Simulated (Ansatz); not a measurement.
## CaF2, space group Fm-3m: a short molecular-dynamics run, step by step

Computed with Ansatz 0.2.0, Python API.

At the Python prompt:
```pycon
>>> import warnings
>>> import ansatz as az
>>> import numpy as np
>>> warnings.simplefilter("ignore", az.DeckWarning)
>>> lattice = az.Lattice.of(
...     [0.0, 2.731, 2.731],
...     [2.731, 0.0, 2.731],
...     [2.731, 2.731, 0.0],
... )
>>> sites = [
...     ("Ca", [0.0, 0.0, 0.0]),
...     ("F", [0.25, 0.25, 0.25]),
...     ("F", [0.75, 0.75, 0.75]),
... ]
>>> structure = az.Crystal(lattice=lattice)
>>> for symbol, position in sites:
...     structure = structure.atom(symbol, position)
...
>>> # a coarse mesh keeps each step cheap
>>> job = (
...     structure.supercell(2, 1, 1).calculation()
...     .functional("pbe")
...     .pseudopotentials("paw")
...     .basis(550)
...     .kpoints(2, 2, 2)
...     .occupations("Fixed")
...     .scf(tolerance=1e-07)
...     .md("nvt_nose_hoover", timestep=1.0, steps=10, temperature=100, thermostat_time=20, initial_velocities="maxwell_boltzmann", seed=75)
... )
>>> steps = []
>>> def follow(event):
...     if event["event"] != "md_step":
...         return
...     row = event["data"]
...     steps.append(row)
...     print(f"t = {row['time_fs']:6.1f} fs  E_pot = {row['lagrangian_ev']:.4f} eV  E_kin = {row['e_kin_ev']:.4f} eV  T = {row['temperature_k']:7.1f} K")
...
>>> res = job.session().plan(threads=1).execute(on_event=follow)
t =    0.0 fs  E_pot = -6879.5915 eV  E_kin = 0.0646 eV  T =   100.0 K
t =    1.0 fs  E_pot = -6879.5912 eV  E_kin = 0.0643 eV  T =    99.6 K
t =    2.0 fs  E_pot = -6879.5907 eV  E_kin = 0.0638 eV  T =    98.7 K
t =    3.0 fs  E_pot = -6879.5898 eV  E_kin = 0.0629 eV  T =    97.3 K
t =    4.0 fs  E_pot = -6879.5886 eV  E_kin = 0.0617 eV  T =    95.5 K
t =    5.0 fs  E_pot = -6879.5872 eV  E_kin = 0.0603 eV  T =    93.3 K
t =    6.0 fs  E_pot = -6879.5855 eV  E_kin = 0.0587 eV  T =    90.8 K
t =    7.0 fs  E_pot = -6879.5835 eV  E_kin = 0.0568 eV  T =    87.8 K
t =    8.0 fs  E_pot = -6879.5813 eV  E_kin = 0.0547 eV  T =    84.6 K
t =    9.0 fs  E_pot = -6879.5788 eV  E_kin = 0.0524 eV  T =    81.0 K
t =   10.0 fs  E_pot = -6879.5762 eV  E_kin = 0.0500 eV  T =    77.3 K
>>> summary = res.report
>>> sorted(key for key in summary if key.endswith("_ev"))
['energy_sigma0_ev', 'entropy_ts_ev', 'fermi_energy_ev', 'free_energy_ev', 'gap_by_band_count_ev', 'harris_foulkes_ev', 'internal_energy_ev', 'lagrangian_ev', 'lagrangian_sigma0_ev']
>>> temperature = np.array([s["temperature_k"] for s in steps])
>>> print(f"mean temperature of the second half {temperature[len(steps) // 2 :].mean():.1f} K")
mean temperature of the second half 85.8 K
>>> print("last positions (A) and velocities (A/fs)")
last positions (A) and velocities (A/fs)
>>> for site, xyz, vel in zip(res.lattice.sites, steps[-1]["positions_ang"], steps[-1]["velocities_ang_fs"]):
...     print(f"{site.symbol:2s}", " ".join(f"{v:8.4f}" for v in xyz), " ", " ".join(f"{v:9.5f}" for v in vel))
...
Ca   0.0197   0.0151   0.0194     0.00190   0.00138   0.00183
F    1.3443   1.3443   1.3452    -0.00196  -0.00183  -0.00170
F    4.0707   4.1063   4.0813    -0.00238   0.00078  -0.00152
Ca   0.0069   2.7283   2.7201     0.00057  -0.00023  -0.00105
F    1.3559   4.0802   4.0861    -0.00095  -0.00145  -0.00095
F    4.0971   6.8291   6.8554     0.00009   0.00008   0.00252
>>> kept = np.array([s["conserved_ev"] for s in steps], float)
>>> print(f"conserved energy drifts by {1000 * (kept[-1] - kept[0]) / len(res.lattice.sites):+.3f} meV/atom")
conserved energy drifts by +0.001 meV/atom
>>> track = np.array([s["positions_ang"] for s in steps])
>>> names = np.array([site.symbol for site in res.lattice.sites])
>>> for name in sorted(set(names)):
...     msd = ((track[:, names == name] - track[0, names == name]) ** 2).sum(axis=2).mean(axis=1)
...     print(f"mean square displacement of {name} (A^2):", np.round(msd[:: max(len(msd) // 6, 1)], 4))
...
mean square displacement of Ca (A^2): [0.     0.     0.     0.0001 0.0001 0.0002 0.0002 0.0003 0.0004 0.0005
 0.0006]
mean square displacement of F (A^2): [0.     0.     0.     0.0001 0.0002 0.0002 0.0003 0.0005 0.0006 0.0007
 0.0009]
```

What to keep in mind:
- Total energies depend on the potentials; only differences at equal settings carry meaning.
- Semilocal gaps usually lie well under measured ones.
- The conserved energy holds the terms of thermostat and barostat.
- Under fixed occupations the level called the Fermi level is the highest filled one on the SCF mesh; off the mesh a filled band can lie a little above it.
- The k-point mesh is coarse, and energy and stress weren't tested for convergence.
- The starting cell is as deposited in a crystallographic database; the results hold for this polymorph, which needn't be the stable one.
- Gaps and levels are Kohn-Sham values on a finite set of k-points.
- A small cell, a coarse mesh and a very short run: it shows the set-up and gives no equilibrium averages.
- Wall time of the script: 9.7 s on 1 thread of Arm Neoverse V2 (shared host), peak memory 0.42 GiB.

(Lines on the test bed's own set-up are left out of the output.)
